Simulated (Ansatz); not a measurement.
## Nudged elastic band run: Si$_{12}$HO$_{24}$, charge +1

Input:

```yaml
crystal:
  lattice:
    - [-2.4605, 4.261711, 5.4163]
    - [4.921, 0.0, 5.4163]
    - [4.921, 8.523422, 0.0]
  atoms:
    - { symbol: Si, position: [0.18416514, 0.65149474, 0.9073205] }
    - { symbol: Si, position: [0.31772813, 0.85135594, 0.07102913] }
    - { symbol: Si, position: [0.25096477, 0.25164738, 0.13219697] }
    - { symbol: O, position: [0.30185294, 0.43301932, 0.98640874] }
    - { symbol: O, position: [0.2140091, 0.08844558, 0.06810761] }
    - { symbol: O, position: [0.71718734, 0.31360748, 0.2089281] }
    - { symbol: O, position: [0.43762546, 0.15527839, 0.20678409] }
    - { symbol: O, position: [0.05377209, 0.3260333, 0.2540439] }
    - { symbol: O, position: [0.76687975, 0.17125885, 0.98374357] }
    - { symbol: Si, position: [0.17188599, 0.66318361, 0.41116162] }
    - { symbol: Si, position: [0.31366954, 0.85163883, 0.57507094] }
    - { symbol: Si, position: [0.27267716, 0.24718089, 0.63834692] }
    - { symbol: O, position: [0.27463091, 0.44342656, 0.50351914] }
    - { symbol: O, position: [0.22035647, 0.07474381, 0.60269044] }
    - { symbol: O, position: [0.77349482, 0.30700506, 0.69506604] }
    - { symbol: O, position: [0.46167654, 0.18174081, 0.70686056] }
    - { symbol: O, position: [0.08037726, 0.28977923, 0.79717955] }
    - { symbol: O, position: [0.78138879, 0.16903988, 0.47698589] }
    - { symbol: Si, position: [0.67539139, 0.13998401, 0.16387051] }
    - { symbol: Si, position: [0.81578716, 0.34388961, 0.32254971] }
    - { symbol: Si, position: [0.74595094, 0.74269354, 0.39261614] }
    - { symbol: O, position: [0.78756223, 0.9200632, 0.24164037] }
    - { symbol: O, position: [0.70786417, 0.56155558, 0.35384426] }
    - { symbol: O, position: [0.21651723, 0.83550169, 0.45567198] }
    - { symbol: O, position: [0.9366436, 0.66961187, 0.46196353] }
    - { symbol: O, position: [0.55265809, 0.8240956, 0.51584697] }
    - { symbol: O, position: [0.25941721, 0.69676063, 0.23194342] }
    - { symbol: Si, position: [0.70548384, 0.14321175, 0.65441518] }
    - { symbol: Si, position: [0.81860269, 0.33886037, 0.83250358] }
    - { symbol: Si, position: [0.75654392, 0.74443773, 0.89330921] }
    - { symbol: O, position: [0.799615, 0.92202131, 0.74336042] }
    - { symbol: O, position: [0.73055485, 0.5641208, 0.84401429] }
    - { symbol: O, position: [0.23200305, 0.82407519, 0.94918268] }
    - { symbol: O, position: [0.9462573, 0.66173073, 0.96483358] }
    - { symbol: O, position: [0.5583285, 0.81869212, 0.01570328] }
    - { symbol: O, position: [0.26005591, 0.68175248, 0.72853283] }
    - { symbol: H, position: [0.12819339, 0.21737054, 0.89147077] }
total_charge: 1
basis:
  ecutwfc: 420.0
kpoints:
  mp_grid: { grid: [2, 2, 1] }
hamiltonian:
  xc: pbesol
  pseudopotentials: { kind: paw, azcp: { folder: soft_1 } }
scf:
  occupations: { method: gaussian, width: 0.05 }
  lower_state_search: "off"
neb:
  images: 3
  f_tol: 0.05
  initial_path: linear
  max_iterations: 80
  final_atoms:
    - { symbol: Si, position: [0.15051466, 0.67194736, 0.91561169] }
    - { symbol: Si, position: [0.29252824, 0.86923265, 0.07605365] }
    - { symbol: Si, position: [0.25587042, 0.26872036, 0.13755475] }
    - { symbol: O, position: [0.27536932, 0.46413774, 0.99843079] }
    - { symbol: O, position: [0.21178874, 0.09603781, 0.09175217] }
    - { symbol: O, position: [0.75359773, 0.31678901, 0.20467244] }
    - { symbol: O, position: [0.46891828, 0.18638151, 0.17999909] }
    - { symbol: O, position: [0.07333145, 0.32696355, 0.27556728] }
    - { symbol: O, position: [0.83760837, 0.14130224, 0.98723559] }
    - { symbol: Si, position: [0.18090937, 0.65782722, 0.41091724] }
    - { symbol: Si, position: [0.31232386, 0.85768869, 0.5774236] }
    - { symbol: Si, position: [0.26319291, 0.25808723, 0.6299186] }
    - { symbol: O, position: [0.30458491, 0.43824246, 0.48246005] }
    - { symbol: O, position: [0.21385927, 0.08559584, 0.58937983] }
    - { symbol: O, position: [0.75043532, 0.26850147, 0.72371635] }
    - { symbol: O, position: [0.45116511, 0.17016546, 0.70267334] }
    - { symbol: O, position: [0.07101391, 0.33784425, 0.75740144] }
    - { symbol: O, position: [0.78515321, 0.16796017, 0.47997809] }
    - { symbol: Si, position: [0.70084555, 0.14458508, 0.16855015] }
    - { symbol: Si, position: [0.83378783, 0.34486628, 0.33098192] }
    - { symbol: Si, position: [0.75074755, 0.74082869, 0.40538671] }
    - { symbol: O, position: [0.79053156, 0.92247431, 0.25522819] }
    - { symbol: O, position: [0.71857549, 0.56305934, 0.35903093] }
    - { symbol: O, position: [0.2303945, 0.82718294, 0.45539574] }
    - { symbol: O, position: [0.9435844, 0.66364954, 0.47305333] }
    - { symbol: O, position: [0.55428172, 0.81890579, 0.52770866] }
    - { symbol: O, position: [0.24865578, 0.7016415, 0.2305605] }
    - { symbol: Si, position: [0.69227281, 0.12411213, 0.65805936] }
    - { symbol: Si, position: [0.84078083, 0.33024097, 0.82315225] }
    - { symbol: Si, position: [0.7318244, 0.73068477, 0.89058514] }
    - { symbol: O, position: [0.78142981, 0.89142932, 0.73150372] }
    - { symbol: O, position: [0.7035993, 0.5291406, 0.87189364] }
    - { symbol: O, position: [0.15860053, 0.861787, 0.97082303] }
    - { symbol: O, position: [0.91543646, 0.67474095, 0.96565634] }
    - { symbol: O, position: [0.52786335, 0.82584028, -0.00217448] }
    - { symbol: O, position: [0.24732743, 0.70583191, 0.73910303] }
    - { symbol: H, position: [-0.03122149, 0.02291107, 0.98171221] }
  order_check: true
```

Run as:

```bash
$ ansatz run input.yaml --threads 2 --pin off --max-ram 5120MiB --backend cpu --events-out ev --progress --plain --runs-dir out
```

Output, in part (warnings, iteration lines):

```
NEB end point (image 0): max|allowed force component| = 1.415e-2 eV/Å (the criterion of neb.relax_end_points is 1.000e-2)
NEB end point (image 4): max|allowed force component| = 2.873e-2 eV/Å (the criterion of neb.relax_end_points is 1.000e-2)
NEB iter   1: max|band force component| = 2.582e0 eV/Å  barrier→ = 1.8272 eV  barrier← = 1.9555 eV  Δτ_max = 0.0912 Å  (52 SCF iters)
NEB iter   2: max|band force component| = 2.402e0 eV/Å  barrier→ = 1.5686 eV  barrier← = 1.6968 eV  Δτ_max = 0.2000 Å  (23 SCF iters)
NEB iter   3: max|band force component| = 6.221e0 eV/Å  barrier→ = 1.0938 eV  barrier← = 1.2220 eV  Δτ_max = 0.0999 Å  (27 SCF iters)
NEB iter   4: max|band force component| = 1.241e0 eV/Å  barrier→ = 1.0431 eV  barrier← = 1.1713 eV  Δτ_max = 0.0620 Å  (24 SCF iters)
NEB iter   5: max|band force component| = 6.530e-1 eV/Å  barrier→ = 0.9669 eV  barrier← = 1.0952 eV  Δτ_max = 0.1887 Å  (21 SCF iters)
NEB iter   6: max|band force component| = 8.904e-1 eV/Å  barrier→ = 0.7842 eV  barrier← = 0.9125 eV  Δτ_max = 0.0950 Å  (25 SCF iters)
NEB iter   7: max|band force component| = 1.057e0 eV/Å  barrier→ = 0.6213 eV  barrier← = 0.7496 eV  CI = image 2  Δτ_max = 0.1610 Å  (22 SCF iters)
NEB iter   8: max|band force component| = 1.172e0 eV/Å  barrier→ = 0.8576 eV  barrier← = 0.9859 eV  CI = image 2  Δτ_max = 0.1894 Å  (24 SCF iters)
NEB iter   9: max|band force component| = 1.120e0 eV/Å  barrier→ = 1.0151 eV  barrier← = 1.1434 eV  CI = image 2  Δτ_max = 0.0938 Å  (24 SCF iters)
NEB iter  10: max|band force component| = 6.940e-1 eV/Å  barrier→ = 0.9118 eV  barrier← = 1.0400 eV  CI = image 2  Δτ_max = 0.0871 Å  (22 SCF iters)
NEB iter  11: max|band force component| = 1.878e-1 eV/Å  barrier→ = 0.9118 eV  barrier← = 1.0400 eV  CI = image 2  Δτ_max = 0.1965 Å  (22 SCF iters)
NEB iter  12: max|band force component| = 1.125e1 eV/Å  barrier→ = 1.3864 eV  barrier← = 1.5147 eV  CI = image 1  Δτ_max = 0.0955 Å  (22 SCF iters)
NEB iter  13: max|band force component| = 6.974e0 eV/Å  barrier→ = 0.8725 eV  barrier← = 1.0008 eV  CI = image 1  Δτ_max = 0.1915 Å  (25 SCF iters)
NEB iter  14: max|band force component| = 6.255e0 eV/Å  barrier→ = 0.7045 eV  barrier← = 0.8328 eV  CI = image 1  Δτ_max = 0.1977 Å  (25 SCF iters)
NEB iter  15: max|band force component| = 5.163e0 eV/Å  barrier→ = 0.5866 eV  barrier← = 0.7148 eV  CI = image 2  Δτ_max = 0.2000 Å  (24 SCF iters)
NEB iter  16: max|band force component| = 2.147e0 eV/Å  barrier→ = 0.4475 eV  barrier← = 0.5758 eV  CI = image 2  Δτ_max = 0.2000 Å  (25 SCF iters)
NEB iter  17: max|band force component| = 1.130e0 eV/Å  barrier→ = 0.7070 eV  barrier← = 0.8353 eV  CI = image 2  Δτ_max = 0.2000 Å  (25 SCF iters)
NEB iter  18: max|band force component| = 1.013e0 eV/Å  barrier→ = 0.9862 eV  barrier← = 1.1145 eV  CI = image 2  Δτ_max = 0.1014 Å  (25 SCF iters)
NEB iter  19: max|band force component| = 1.828e0 eV/Å  barrier→ = 1.1785 eV  barrier← = 1.3067 eV  CI = image 2  Δτ_max = 0.0509 Å  (24 SCF iters)
NEB iter  20: max|band force component| = 1.276e0 eV/Å  barrier→ = 1.1458 eV  barrier← = 1.2740 eV  CI = image 2  Δτ_max = 0.1005 Å  (22 SCF iters)
NEB iter  21: max|band force component| = 1.879e0 eV/Å  barrier→ = 1.1097 eV  barrier← = 1.2379 eV  CI = image 2  Δτ_max = 0.0506 Å  (23 SCF iters)
NEB iter  22: max|band force component| = 8.140e-1 eV/Å  barrier→ = 0.9966 eV  barrier← = 1.1248 eV  CI = image 2  Δτ_max = 0.0876 Å  (22 SCF iters)
NEB iter  23: max|band force component| = 4.201e-1 eV/Å  barrier→ = 0.9161 eV  barrier← = 1.0443 eV  CI = image 2  Δτ_max = 0.0446 Å  (22 SCF iters)
NEB iter  24: max|band force component| = 1.680e-1 eV/Å  barrier→ = 0.9108 eV  barrier← = 1.0390 eV  CI = image 2  Δτ_max = 0.0686 Å  (21 SCF iters)
NEB iter  25: max|band force component| = 6.782e-2 eV/Å  barrier→ = 0.8969 eV  barrier← = 1.0252 eV  CI = image 2  Δτ_max = 0.0303 Å  (21 SCF iters)
NEB iter  26: max|band force component| = 4.023e-2 eV/Å  barrier→ = 0.8934 eV  barrier← = 1.0217 eV  CI = image 2  Δτ_max = 0.0232 Å  (20 SCF iters)
NEB iter  27: max|band force component| = 9.069e-2 eV/Å  barrier→ = 0.8919 eV  barrier← = 1.0202 eV  CI = image 2  Δτ_max = 0.0260 Å  (7 SCF iters)
NEB iter  28: max|band force component| = 8.002e-2 eV/Å  barrier→ = 0.8915 eV  barrier← = 1.0197 eV  CI = image 2  Δτ_max = 0.0095 Å  (19 SCF iters)
NEB iter  29: max|band force component| = 1.157e-1 eV/Å  barrier→ = 0.8912 eV  barrier← = 1.0194 eV  CI = image 2  Δτ_max = 0.0048 Å  (17 SCF iters)
NEB iter  30: max|band force component| = 1.542e-1 eV/Å  barrier→ = 0.8910 eV  barrier← = 1.0192 eV  CI = image 2  Δτ_max = 0.0024 Å  (16 SCF iters)
NEB iter  31: max|band force component| = 2.175e-2 eV/Å  barrier→ = 0.8910 eV  barrier← = 1.0192 eV  CI = image 2  CI's point: of a kind that is not told: the force calls were inconclusive, a negative curvature could not be distinguished from the path's own, the only one lies far off the path, or fixed occupations may fill a level only in part  Δτ_max = 0.0000 Å  (320 SCF iters)
```

It converged. The band force fell under the threshold earlier too, but the program's further tests of the path sent the band on. By the program's own check the climbing image is of a kind that is not told: the force calls were inconclusive, a negative curvature could not be distinguished from the path's own, the only one lies far off the path, or fixed occupations may fill a level only in part (lowest curvatures found: -9.36 and 0.30 eV/Å²). Limits of this set-up: coarse k mesh, PAW files made for another functional, a small cell, in which the defect meets its images, charged cell in a uniform background, uncorrected.

Final band (atoms are numbered from 1 in the order of the input):

```
image  path coordinate (Å)  energy (eV)  O17–H37 (Å)  O9–H37 (Å)
    0                 0.00         0.00         1.02        2.59
    1                 0.76         0.14         1.00        2.17
    2                 1.52         0.89         1.28        1.28
    3                 2.52         0.02         2.35        1.01
    4                 3.51        -0.13         2.71        1.07
```

Time of the run: 21 min on 2 threads of Arm Neoverse V1 (shared host), peak memory 1.6 GiB.
